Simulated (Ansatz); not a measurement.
# Li: stress in a strained cell

Li is deformed so: equal xy, yz and zx engineering shear strains of -1 %. What stress and forces result, by LAPW, PAW and all-electron datasets made for the crystal?

Program: Ansatz 0.2.0. Level of theory: DFT PBE, scalar-relativistic. These are calculated values, not measurements.

**1. The system as given**

Symmetry: Fm-3m, No. 225, cubic system. Conventional cell: a = 4.404 Å, b = 4.404 Å, c = 4.404 Å, α = 90.00°, β = 90.00°, γ = 90.00°. Li (site symmetry m-3m) has 12 Li at 3.11 Å as nearest neighbours.

Structure file:

```xyz
1
Lattice="0.0000 2.2020 2.2020 2.2020 0.0000 2.2020 2.2020 2.2020 0.0000" Properties=species:S:1:pos:R:3 pbc="T T T"
Li    0.0000    0.0000    0.0000
```

**2. The deformed structure**

Space group Fm-3m before, R-3m after.

**3. LAPW, all electrons**

Contents of input.yaml:

```yaml
crystal:
  lattice:
    - [-0.02202, 2.19099, 2.19099]
    - [2.19099, -0.02202, 2.19099]
    - [2.19099, 2.19099, -0.02202]
  atoms:
    - { symbol: Li, position: [0.0, 0.0, 0.0] }
kpoints:
  mp_grid: { grid: [13, 13, 13] }
  band_path:
    path:
      - [0.0, 0.0, 0.0]
      - [0.5, 0.5, 0.5]
      - [0.2525443832, 0.5, 0.7474556168]
      - [-0.2525443832, 0.2525443832, 0.5]
      - [0.0, 0.0, 0.5]
      - [0.0, 0.0, 0.0]
      - [-0.3762721916, 0.0, 0.3762721916]
      - [0.0, 0.3762721916, 0.6237278084]
      - [0.0, 0.5, 0.5]
    npoints: 5
scf:
  occupations: { method: fermi_dirac, width: 0.08 }
hamiltonian:
  xc: pbe
  pseudopotentials: { kind: all_electron, lapw: { basis_error: 0.00025 } }
output:
  forces: true
  stress: true
  eigenvalues: true
```

The run is started by

```console
> ansatz run input.yaml --threads 1 --pin off --max-ram 3072MiB --backend cpu --events-out ev --progress --plain --runs-dir out
```

**4. PAW with frozen cores**

Contents of input.yaml:

```yaml
crystal:
  lattice:
    - [-0.02202, 2.19099, 2.19099]
    - [2.19099, -0.02202, 2.19099]
    - [2.19099, 2.19099, -0.02202]
  atoms:
    - { symbol: Li, position: [0.0, 0.0, 0.0] }
kpoints:
  mp_grid: { grid: [13, 13, 13] }
scf:
  occupations: { method: fermi_dirac, width: 0.08 }
hamiltonian:
  xc: pbe
  pseudopotentials: { kind: paw }
output:
  forces: true
  stress: true
  eigenvalues: true
  efg: { contact_densities: true }
  write_density: true
  write_potential: true
  elf: true
  volumetric_format: npy
```

**5. All-electron PAW on datasets made for the crystal**

input.yaml, as its differences from that of step 4:

```diff
@@ -13,3 +13,3 @@
   xc: pbe
-  pseudopotentials: { kind: paw }
+  pseudopotentials: { kind: all_electron, datasets: crystal }
 output:
@@ -19,5 +19 @@
   efg: { contact_densities: true }
-  write_density: true
-  write_potential: true
-  elf: true
-  volumetric_format: npy
```

(Steps that only read results are left out.)

Q: Predict the outcome of this session. Wanted: pressure; largest shear or deviatoric stress.

**Answer**, as computed:

```
                                 quantity                                              value
                                 pressure  LAPW -0.67, PAW -0.67, crystal datasets -0.67 GPa
largest shear or deviatoric stress (LAPW)                                           0.07 GPa
```

The largest part of the stress beyond the pressure is 0.07 GPa in size. No run of the undeformed cell stands beside it, so the pressure holds what the given cell had before the change. PAW: stress within 0.01 GPa of LAPW. Crystal datasets: stress within 0.01 GPa of LAPW.
